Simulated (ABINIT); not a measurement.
# Zn in ABINIT: convergence with pawecutdg

Crystal: Zn.

```
Zn
1.0
    -1.56904    1.56904    1.56904
     1.56904   -1.56904    1.56904
     1.56904    1.56904   -1.56904
Zn
1
Direct
  0.00000 0.00000 0.00000
```

This isn't the form of Zn at room conditions, which is hcp.

- Program: ABINIT 10.8.3 (patched build)
- Task: single point
- Functional: BLYP
- Potentials or basis: JTH PAW PBE v2.0
- Cutoff: 599 eV
- k mesh: 12 × 12 × 12
- Occupations: fermi-dirac, width 0.05 eV
- Spin: no spin polarisation

These are the settings of the first run; the series varies pawecutdg, with any setting tied to it.

Hardware: 1 thread of Arm Neoverse V1 (shared host).

Task: The values tried are 22 Ha, 26.4, 33, 39.6, 48.4, 59.4, 72.6, loosest first. From which on does the energy stay within 1 meV/atom of the tightest run that finished?

Result: From 26.4 on.

```
pawecutdg  energy less the tightest run, at zero smearing (meV/atom)  pressure (GPa)  SCF cycles  CPU time (s)  peak memory (GiB)
    22 Ha                                                       1.70            5.33          20            20               0.09
     26.4                                                       0.20            5.36          19            20               0.09
       33                                                       0.58            5.46          20            21               0.09
     39.6                                                       0.29            5.44          18            19               0.09
     48.4                                                      -0.03            5.47          29            28               0.09
     59.4                                                      -0.07            5.47          35            34               0.09
     72.6                                                       0.00            5.42          23            24                0.1
```

Against the tightest run, the pressure stays within 0.1 GPa from 22 Ha on. The tightest run that finished is the yardstick and may itself not be fully converged.

Caveat, for the tightest run too: the PAW data sets were made with another functional, which shifts forces and pressure a little.
